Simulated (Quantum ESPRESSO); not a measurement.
# PtS2 (P-3m1) in Quantum ESPRESSO: further runs

Runs on PtS2. Level: PBEsol+U. Tasks: Hubbard U by linear response.

Everything below comes from runs of Quantum ESPRESSO 7.5. Logs are shortened: lines on timing, memory, paths and dates and some standing lists are left out, and cuts for length are marked.

**1. Starting point**

It takes space group P-3m1 (No. 164, trigonal). Conventional cell: a = 3.543 Å, b = 3.543 Å, c = 5.039 Å, α = 90.00°, β = 90.00°, γ = 120.00°. Pt (site symmetry -3m) is surrounded by 6 S at 2.34 Å. Around S (site symmetry 3m) lie 3 Pt at 2.34 Å.

**2. Hubbard U by linear response, PBEsol+U**

pw.in reads:

```
&CONTROL
  calculation = 'scf'
  prefix = 'pwscf'
  outdir = './tmp'
  pseudo_dir = './pseudo'
  tprnfor = .true.
  tstress = .true.
  disk_io = 'low'
/
&SYSTEM
  ibrav = 0
  celldm(1) = 8
  nat = 3
  ntyp = 2
  ecutwfc = 45
  ecutrho = 360
  nbnd = 24
  occupations = 'smearing'
  smearing = 'fd'
  degauss = 0.00367493
/
&ELECTRONS
  conv_thr = 6d-10
  electron_maxstep = 120
  mixing_beta = 0.3
/
ATOMIC_SPECIES
Pt   195.0840 pt_pbesol_v1.4.uspp.F.UPF
S     32.0600 s_pbesol_v1.4.uspp.F.UPF
CELL_PARAMETERS alat
  0.8369597005968   0.0000000000000   0.0000000000000
 -0.4184798502984   0.7248283626632   0.0000000000000
  0.0000000000000   0.0000000000000   1.1902439995955
ATOMIC_POSITIONS crystal
Pt     0.0000000000    0.0000000000    0.0000000000
S      0.6666666667    0.3333333333    0.7730000000
S      0.3333333333    0.6666666667    0.2270000000
K_POINTS automatic
6 6 4 0 0 0
HUBBARD {ortho-atomic}
U Pt-5d 0.0001
```

scf2.in reads:

```
&CONTROL
  calculation = 'scf'
  prefix = 'pwscf'
  outdir = './tmp'
  pseudo_dir = './pseudo'
  tprnfor = .true.
  tstress = .true.
  disk_io = 'low'
/
&SYSTEM
  ibrav = 0
  celldm(1) = 8
  nat = 3
  ntyp = 2
  ecutwfc = 45
  ecutrho = 360
  nbnd = 24
  occupations = 'fixed'
/
&ELECTRONS
  conv_thr = 1d-13
  electron_maxstep = 120
  mixing_beta = 0.3
  startingpot = 'file'
  startingwfc = 'file'
/
ATOMIC_SPECIES
Pt   195.0840 pt_pbesol_v1.4.uspp.F.UPF
S     32.0600 s_pbesol_v1.4.uspp.F.UPF
CELL_PARAMETERS alat
  0.8369597005968   0.0000000000000   0.0000000000000
 -0.4184798502984   0.7248283626632   0.0000000000000
  0.0000000000000   0.0000000000000   1.1902439995955
ATOMIC_POSITIONS crystal
Pt     0.0000000000    0.0000000000    0.0000000000
S      0.6666666667    0.3333333333    0.7730000000
S      0.3333333333    0.6666666667    0.2270000000
K_POINTS automatic
6 6 4 0 0 0
HUBBARD {ortho-atomic}
U Pt-5d 0.0001
```

hp.in reads:

```
&INPUTHP
  prefix = 'pwscf'
  outdir = './tmp'
  nq1 = 2
  nq2 = 2
  nq3 = 2
  conv_thr_chi = 1d-06
  niter_max = 80
  iverbosity = 1
  alpha_mix(1) = 0.3
/
```

Potentials or basis: GBRV 1.5 PBEsol.

Started as:

```bash
> OMP_NUM_THREADS=1 mpirun -n 4 pw.x -nk 2 -in pw.in > pw.out
> OMP_NUM_THREADS=1 mpirun -n 4 pw.x -nk 2 -in scf2.in > scf2.out
> OMP_NUM_THREADS=1 mpirun -n 4 hp.x -nk 2 -in hp.in > hp.out
```

pw.out:

```text
This program is part of the open-source Quantum ESPRESSO suite
     for quantum simulation of materials; please cite
         "P. Giannozzi et al., J. Phys.:Condens. Matter 21 395502 (2009);
         "P. Giannozzi et al., J. Phys.:Condens. Matter 29 465901 (2017);
         "P. Giannozzi et al., J. Chem. Phys. 152 154105 (2020);
     in publications or presentations arising from this work. More details at

     Message from routine setup:
     using ibrav=0 with symmetry is DISCOURAGED, use correct ibrav instead

     K-points division:     npool     =       2
     Subspace diagonalization in iterative solution of the eigenvalue problem:
     a serial algorithm will be used

     --------------------
     sticks:   dense  smooth     PW     G-vecs:    dense   smooth      PW
     Min         555     279     81                21305     7533    1277
     Max         556     280     82                21310     7538    1284
     Sum        1111     559    163                42615    15071    2561

     Using Slab Decomposition

     bravais-lattice index     =            0
     lattice parameter (alat)  =       8.0000  a.u.
     unit-cell volume          =     369.6968 (a.u.)^3
     number of atoms/cell      =            3
     number of atomic types    =            2
     number of electrons       =        28.00
     number of Kohn-Sham states=           24
     kinetic-energy cutoff     =      45.0000  Ry
     charge density cutoff     =     360.0000  Ry
     scf convergence threshold =      6.0E-10
     mixing beta               =       0.3000
     number of iterations used =            8  plain     mixing
     Exchange-correlation= SLA  PW   PSX  PSC
                           (   1   4  10   8   0   0   0)
     Hubbard projectors: ortho-atomic
     Hubbard parameters of DFT+U (Dudarev formulation) in eV:
     U(Pt-5d) =  0.0001

     Internal variables: lda_plus_u =T, lda_plus_u_kind = 0

     Internal variables: orbital_resolved =F, hub_pot_fix =F, apply_U = F

     celldm(1)=   8.000000  celldm(2)=   0.000000  celldm(3)=   0.000000
     celldm(4)=   0.000000  celldm(5)=   0.000000  celldm(6)=   0.000000

     crystal axes: (cart. coord. in units of alat)
               a(1) = (   0.836960   0.000000   0.000000 )
               a(2) = (  -0.418480   0.724828   0.000000 )
               a(3) = (   0.000000   0.000000   1.190244 )

     reciprocal axes: (cart. coord. in units 2 pi/alat)
               b(1) = (  1.194801  0.689818 -0.000000 )
               b(2) = (  0.000000  1.379637  0.000000 )
               b(3) = (  0.000000 -0.000000  0.840164 )

     PseudoPot. # 1 for Pt read from file:
     pt_pbesol_v1.4.uspp.F.UPF
     Pseudo is Ultrasoft + core correction, Zval = 16.0
     Generated by new atomic code, or converted to UPF format
     Using radial grid of  985 points,  6 beta functions with:
                l(1) =   0
                l(2) =   0
                l(3) =   1
                l(4) =   1
                l(5) =   2
                l(6) =   2
     Q(r) pseudized with  8 coefficients,  rinner =    1.300   1.300   1.300
                                                       1.300   1.300

     PseudoPot. # 2 for S  read from file:
     s_pbesol_v1.4.uspp.F.UPF
     Pseudo is Ultrasoft + core correction, Zval =  6.0
     Generated by new atomic code, or converted to UPF format
     Using radial grid of  907 points,  6 beta functions with:
                l(1) =   0
                l(2) =   0
                l(3) =   1
                l(4) =   1
                l(5) =   2
                l(6) =   2
     Q(r) pseudized with  8 coefficients,  rinner =    1.300   1.300   1.300
                                                       1.300   1.300

     atomic species   valence    mass     pseudopotential
     Pt               16.00   195.08400     Pt( 1.00)
     S                 6.00    32.06000     S ( 1.00)

     12 Sym. Ops., with inversion, found

   Cartesian axes

     site n.     atom                  positions (alat units)
         1        Pt     tau(   1) = (   0.0000000   0.0000000   0.0000000  )
         2        S      tau(   2) = (   0.4184799   0.2416095   0.9200586  )
         3        S      tau(   3) = (  -0.0000000   0.4832189   0.2701854  )

     number of k points=    24  Fermi-Dirac smearing, width (Ry)=  0.0037
                       cart. coord. in units 2pi/alat
        k(    1) = (   0.0000000   0.0000000   0.0000000), wk =   0.0138889
        k(    2) = (   0.0000000   0.0000000   0.2100410), wk =   0.0277778
        k(    3) = (   0.0000000   0.0000000  -0.4200819), wk =   0.0138889
        k(    4) = (   0.0000000   0.2299395   0.0000000), wk =   0.0833333
        k(    5) = (   0.0000000   0.2299395   0.2100410), wk =   0.0833333
        k(    6) = (   0.0000000   0.2299395  -0.4200819), wk =   0.0833333
[... 16 lines left out ...]
        k(   23) = (   0.0000000   0.4598790  -0.2100410), wk =   0.0833333
        k(   24) = (  -0.1991334   0.5748487  -0.2100410), wk =   0.1666667

     Dense  grid:    42615 G-vectors     FFT dimensions: (  45,  45,  60)

     Smooth grid:    15071 G-vectors     FFT dimensions: (  30,  30,  45)

     Check: negative core charge=   -0.000001

     Initial potential from superposition of free atoms

     starting charge      27.4999, renormalised to      28.0000

     negative rho (up, down):  1.820E-01 0.000E+00

     STARTING HUBBARD OCCUPATIONS:

     =================== HUBBARD OCCUPATIONS ===================
     ------------------------ ATOM    1 ------------------------
     Tr[ns(  1)] =   9.50000
     eigenvalues:
       0.950  0.950  0.950  0.950  0.950
     eigenvectors (columns):
       1.000  0.000  0.000  0.000  0.000
       0.000  1.000  0.000  0.000  0.000
       0.000  0.000  1.000  0.000  0.000
       0.000  0.000  0.000  1.000  0.000
       0.000  0.000  0.000  0.000  1.000
     occupation matrix ns (before diag.):
       0.950  0.000  0.000  0.000  0.000
       0.000  0.950  0.000  0.000  0.000
       0.000  0.000  0.950  0.000  0.000
       0.000  0.000  0.000  0.950  0.000
       0.000  0.000  0.000  0.000  0.950

     Number of occupied Hubbard levels =    9.5000

     Atomic wfc used for Hubbard projectors are orthogonalized

     Starting wfcs are   20 randomized atomic wfcs +    4 random wfcs

     Self-consistent Calculation

     iteration #  1     ecut=    45.00 Ry     beta= 0.30
     Davidson diagonalization with overlap
     ethr =  1.00E-02,  avg # of iterations =  6.4

     =================== HUBBARD OCCUPATIONS ===================
     ------------------------ ATOM    1 ------------------------
     Tr[ns(  1)] =   7.27287
     eigenvalues:
       0.440  0.440  0.914  0.914  0.928
     eigenvectors (columns):
      -0.000 -0.000  0.000  0.000  1.000
       0.443 -0.675 -0.564 -0.173  0.000
      -0.675 -0.443  0.173 -0.564  0.000
      -0.493 -0.324 -0.236  0.772 -0.000
       0.324 -0.493  0.772  0.236 -0.000
     occupation matrix ns (before diag.):
       0.928 -0.000  0.000 -0.000 -0.000
      -0.000  0.605 -0.000  0.000 -0.226
       0.000 -0.000  0.605 -0.226 -0.000
      -0.000  0.000 -0.226  0.749  0.000
      -0.000 -0.226 -0.000  0.000  0.749

     Number of occupied Hubbard levels =    7.2729

     negative rho (up, down):  1.737E-01 0.000E+00

     total energy              =    -258.07447847 Ry
     estimated scf accuracy    <       2.33593203 Ry

     iteration #  2     ecut=    45.00 Ry     beta= 0.30
     Davidson diagonalization with overlap
     ethr =  8.34E-03,  avg # of iterations =  2.0

     negative rho (up, down):  1.741E-01 0.000E+00
[... 85 lines left out ...]
     iteration # 12     ecut=    45.00 Ry     beta= 0.30
     Davidson diagonalization with overlap
     ethr =  2.40E-12,  avg # of iterations =  3.7

     negative rho (up, down):  1.708E-01 0.000E+00

     End of self-consistent calculation

     =================== HUBBARD OCCUPATIONS ===================
     ------------------------ ATOM    1 ------------------------
     Tr[ns(  1)] =   8.61037
     eigenvalues:
       0.691  0.691  0.973  0.975  0.975
     eigenvectors (columns):
       0.000 -0.000  1.000 -0.000 -0.000
      -0.478 -0.608 -0.000 -0.606 -0.185
       0.608 -0.478 -0.000  0.185 -0.606
       0.498 -0.392  0.000 -0.225  0.740
      -0.392 -0.498  0.000  0.740  0.225
     occupation matrix ns (before diag.):
       0.973 -0.000 -0.000 -0.000 -0.000
      -0.000  0.805 -0.000  0.000 -0.139
      -0.000 -0.000  0.805 -0.139 -0.000
      -0.000  0.000 -0.139  0.861  0.000
      -0.000 -0.139 -0.000  0.000  0.861

     Number of occupied Hubbard levels =    8.6104

          k = 0.0000 0.0000 0.0000 (  1875 PWs)   bands (ev):

   -43.2217 -43.2217 -43.0478  -4.9407  -1.6353   3.5705   3.5705   3.6976
     6.6436   6.6436   8.8536   9.5183   9.5183  10.5313  13.1041  13.1041
    15.2935  16.2571  18.4113  18.4113  22.4862  23.1789  23.1789  23.9873

          k = 0.0000 0.0000 0.2100 (  1892 PWs)   bands (ev):

   -43.2217 -43.2217 -43.0478  -4.8131  -1.9901   3.5804   3.5804   4.2927
     6.6317   6.6317   8.6097   9.4222   9.4222  10.0625  13.3367  13.3367
    15.5053  17.1299  18.2780  18.2780  21.1868  22.2541  22.2541  23.7810
[... 37 lines left out ...]
          k = 0.0000 0.4599-0.4201 (  1892 PWs)   bands (ev):

   -43.2394 -43.2262 -43.0455  -3.4154  -2.5395   3.4894   4.2285   4.5600
     6.0312   6.3953   7.6113   8.5405   8.8272   9.7396  12.0935  12.6198
    15.7954  17.0593  19.0068  20.7646  20.9677  21.9640  22.1149  22.4311

          k = 0.0000-0.6898 0.0000 (  1900 PWs)   bands (ev):

   -43.2453 -43.2277 -43.0448  -2.8971  -2.6200   3.0321   4.4335   5.3786
     6.2433   7.2174   7.3189   7.4022   7.6292   8.2965  12.3972  13.4920
    16.0733  17.0207  18.7374  18.9467  21.4545  22.2799  22.8355  23.4729

          k = 0.0000-0.6898 0.2100 (  1888 PWs)   bands (ev):

   -43.2453 -43.2277 -43.0448  -2.9500  -2.5212   2.9113   4.3832   5.2795
     5.9758   7.2976   7.3697   7.3890   7.8152   8.7706  12.8069  13.0882
    15.5390  16.6364  19.4158  19.6292  20.8149  21.6975  23.5916  24.2778

          k = 0.0000-0.6898-0.4201 (  1876 PWs)   bands (ev):

   -43.2453 -43.2277 -43.0448  -2.9846  -2.4393   2.7856   4.3361   5.2517
     5.7179   7.3060   7.3681   7.5360   7.9132   9.2913  12.7275  12.9937
    15.9325  16.0310  18.3263  20.7523  20.8420  22.6452  23.5703  23.9681

          k = 0.1991 0.3449 0.0000 (  1877 PWs)   bands (ev):

   -43.2354 -43.2265 -43.0459  -3.9088  -2.1781   4.1022   4.2641   4.6303
     5.4431   5.8961   7.4817   8.6859   8.9475  10.4262  12.0004  12.5873
    16.7737  17.7667  18.9163  19.7635  19.9874  20.5449  22.3930  22.6766
[... 55 lines left out ...]
          k = 0.0000 0.4599-0.2100 (  1878 PWs)   bands (ev):

   -43.2394 -43.2262 -43.0455  -3.4958  -2.4790   3.7786   4.2807   4.7850
     5.7013   6.3311   7.5909   8.4554   8.6714   8.9079  12.8680  13.0834
    15.7420  17.6622  19.3510  19.8826  19.9089  21.5526  22.7393  23.0034

          k =-0.1991 0.5748-0.2100 (  1889 PWs)   bands (ev):

   -43.2423 -43.2307 -43.0448  -2.8932  -2.6086   3.4601   4.2722   5.0908
     5.7201   6.1748   7.3463   7.6248   8.6159   9.1102  12.2653  12.8751
    16.3932  17.8682  19.1494  19.3993  20.5785  21.0600  22.3582  24.1363

     the Fermi energy is    11.0983 ev

!    total energy              =    -258.66261974 Ry
     estimated scf accuracy    <          1.1E-11 Ry
     smearing contrib. (-TS)   =      -0.00000090 Ry
     internal energy E=F+TS    =    -258.66261883 Ry

     The total energy is F=E-TS. E is the sum of the following terms:
     one-electron contribution =     -98.41349950 Ry
     hartree contribution      =      64.08191808 Ry
     xc contribution           =     -73.45217328 Ry
     ewald contribution        =    -150.87886783 Ry
     Hubbard energy            =       0.00000369 Ry

     convergence has been achieved in  12 iterations

     negative rho (up, down):  1.708E-01 0.000E+00

     Forces acting on atoms (cartesian axes, Ry/au):

     atom    1 type  1   force =     0.00000000    0.00000000    0.00000000
     atom    2 type  2   force =     0.00000000    0.00000000   -0.03668267
     atom    3 type  2   force =     0.00000000    0.00000000    0.03668267

     Total force =     0.051877     Total SCF correction =     0.000000

     Computing stress (Cartesian axis) and pressure

     negative rho (up, down):  1.708E-01 0.000E+00
          total   stress  (Ry/bohr**3)                   (kbar)     P=       60.80
   0.00042767  -0.00000000   0.00000000           62.91       -0.00        0.00
  -0.00000000   0.00042767   0.00000000           -0.00       62.91        0.00
   0.00000000   0.00000000   0.00038461            0.00        0.00       56.58

=------------------------------------------------------------------------------=
   JOB DONE.
=------------------------------------------------------------------------------=
```

Wall time 5.8 min (4 MPI ranks of Intel Xeon at 2.50GHz (Skylake/Cascade Lake), shared host); peak memory 0.4 GiB.

Results:

| Property | Result |
| --- | --- |
| Free energy | -3519.2842 eV |
| Pressure | 6.1 GPa |
| Largest force | 0.943 eV/Å |
| Band gap on the k mesh | 0.90 eV, indirect (least direct gap 1.42 eV) |
| Hubbard U from linear response | 4.69 eV |

Forces in eV/Å, atoms in the order of the input:
```
Pt   0.000  0.000  0.000
S    0.000  0.000 -0.943
S    0.000  0.000  0.943
```

Stress tensor (GPa, compression positive):
```
6.29 0.00 0.00
0.00 6.29 0.00
0.00 0.00 5.66
```

Eigenvalues of the final occupation matrices:
| site | spin | trace | eigenvalues |
| --- | --- | --- | --- |
| Pt 1 5d | each | 4.31 | 0.69 0.69 0.97 0.97 0.97 |

Hubbard U from linear response:
| site | manifold | U (eV) |
| --- | --- | --- |
| 1 | Pt-5d | 4.69 |
On the first site the bare response is -0.260 and the screened one -0.117 eV⁻¹.

Caveat: spin-orbit coupling is left out, which moves the levels of the heavy elements. A k mesh can miss the band edges.

(Part 1 of 2 ends here.)
